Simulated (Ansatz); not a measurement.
This log comes from Ansatz, run on HfSiO4 on the sites of polar orthorhombic HfO2 (relaxed group P2_1). The geometry is the r2SCAN minimum.

Structure:
```cif
data_structure
_symmetry_space_group_name_H-M 'P 1'
_symmetry_Int_Tables_number 1
_cell_length_a 4.6007
_cell_length_b 5.0918
_cell_length_c 5.2947
_cell_angle_alpha 90.000
_cell_angle_beta 87.653
_cell_angle_gamma 90.000
_cell_volume 123.93
loop_
_atom_site_label
_atom_site_type_symbol
_atom_site_fract_x
_atom_site_fract_y
_atom_site_fract_z
_atom_site_occupancy
Hf1 Hf 0.22392 0.22198 0.08939 1
Si1 Si 0.30334 0.74484 0.41437 1
Si2 Si 0.69666 0.24484 0.58563 1
Hf2 Hf 0.77608 0.72198 0.91061 1
O1 O 0.95308 0.32234 0.37311 1
O2 O 0.06392 0.84898 0.16061 1
O3 O 0.49943 0.53224 0.62397 1
O4 O 0.54015 0.05561 0.82869 1
O5 O 0.50057 0.03224 0.37603 1
O6 O 0.45985 0.55561 0.17131 1
O7 O 0.93608 0.34898 0.83939 1
O8 O 0.04692 0.82234 0.62689 1
```

Output, abridged:
```
scf.n_extra_bands = 7 over 54 filled bands (N_el = 108.0): the run solves 61 bands
Pseudopotential: Hf, paw, valence charge 26, recommended cutoff 420 eV (normal)
Pseudopotential: Si, paw, valence charge 4, recommended cutoff 420 eV (normal)
Pseudopotential: O, paw, valence charge 6, recommended cutoff 420 eV (normal)
Functional definition: PBE
Crystal: 12 atoms, lattice volume = 123.929 Å³
Basis set: ecut = 420 eV, 2449 PW (Γ)
Symmetry: 2 space group operations
Space group: P21 (ITA 4)
k-points: 80 of 216 (time reversal used)
preconditioner: auto → Resta (q_TF=auto, 2.666 Å⁻¹)  ε∞=5.5  [insulator: Δε(μ)=3.648 eV  σ=0.020 eV  ℏωp=34.0 eV]
SCF 1 converged in 8 iterations: F = -37268.303498 eV  dr2 = 8.00e-8
Free energy (F): -37268.303498 eV
Fermi energy:    13.276164 eV
--- Forces (eV/Å), atoms counted from 1 ---
  atom   1  Hf      0.06655      0.03249    -0.07438
  atom   2  Si    -0.00047    -0.12317    -0.01420
  atom   3  Si      0.00047    -0.12317      0.01420
  atom   4  Hf    -0.06655      0.03249      0.07438
  atom   5  O       0.12813      0.12816    -0.09636
  atom   6  O     -0.05604    -0.02619      0.01755
  atom   7  O     -0.10186      0.07033      0.11639
  atom   8  O     -0.12848    -0.08169      0.08866
  atom   9  O       0.10186      0.07033    -0.11639
  atom  10  O       0.12848    -0.08169    -0.08866
  atom  11  O       0.05604    -0.02619    -0.01755
  atom  12  O     -0.12813      0.12816      0.09636
--- Stress (GPa, compression-positive) ---
        6.539646       0.000000      -0.542720
        0.000000       6.297380       0.000000
       -0.542722       0.000000       6.912292
  P = ⅓ Tr σ = 6.5831 GPa (65.831 kbar)
--- Band table (eV; the first three rows and the last of 80) ---
  k-point 0: bands = […, 10.3524, 10.5742, 10.8009, 10.9856, 11.1527, 11.2780, 15.3381, 16.1763, 16.2617, 16.6436, …]
  k-point 1: bands = […, 10.0746, 10.3239, 10.6913, 10.9399, 11.0216, 11.2413, 15.3999, 16.2628, 16.4113, 16.8281, …]
  k-point 2: bands = […, 9.7373, 9.9458, 10.4869, 10.7816, 10.9133, 11.1523, 15.5047, 16.3845, 16.5665, 17.1612, …]
  k-point 79: bands = […, 9.9606, 9.9606, 10.1289, 10.1289, 10.9317, 10.9317, 16.2769, 16.2769, 16.6262, 16.6262, …]
```

**Question.** Reconstruct the input, leaving the band path aside.

**Answer.**
```yaml
crystal:
  # lattice and atoms as above
kpoints:
  mp_grid: { grid: [6, 6, 6] }
hamiltonian:
  xc: pbe
scf:
  occupations: { method: fermi_dirac, width: 0.02 }
  n_extra_bands: 7
output:
  forces: true
  stress: true
  eigenvalues: true
```
A single point prints forces and stress when the output block asks for them. Not every key shows in the log; this is the file that was used, less any keys that only write grids.

It took 16 s on 1 × NVIDIA H100 80GB HBM3 with 2 threads of AMD EPYC 7R13 Processor (Zen 3), on a shared host; peak host memory 1.2 GiB.

Computed, not measured; no magnetism was allowed, and whether the structure is a known phase isn't checked.

The runs are scalar-relativistic, without spin-orbit coupling.
